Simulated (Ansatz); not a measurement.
BeO:
Space group P6₃mc (No. 186); a = b = 2.690 Å, c = 4.369 Å, α = β = 90.00°, γ = 120.00°

```
atom  site  symmetry       x       y       z
----  ----  --------  ------  ------  ------
Be      2b       3m.  0.6667  0.3333  0.4999
O       2b       3m.  0.3333  0.6667  0.3776
```

Relaxed with r²SCAN.

Question: Tabulate the valence density and the electron localisation function along the shortest Be–O contact (1.64 Å), r²SCAN (plane waves, PAW; program Ansatz).

Answer: 

```tsv
distance from Be (Å)	density (e/Å³)	ELF
0.16	0.10	0.00
0.25	0.13	0.00
0.33	0.18	0.03
0.41	0.25	0.14
0.49	0.34	0.37
0.57	0.44	0.64
0.66	0.56	0.78
0.74	0.73	0.84
0.82	0.95	0.87
0.90	1.27	0.87
0.99	1.73	0.87
1.07	2.40	0.85
1.15	3.31	0.82
1.23	4.45	0.76
1.31	5.69	0.65
1.40	6.88	0.50
1.48	7.85	0.35
```

The density is the valence pseudo-density with augmentation charge, so density and ELF within about 1 Å of a nucleus are not all-electron values.

Space group P6_3mc (wurtzite). Symmetry was held in the r²SCAN relaxation; phonons on a q-mesh show no instability.

Potentials: the earlier of the program's two PAW sets.
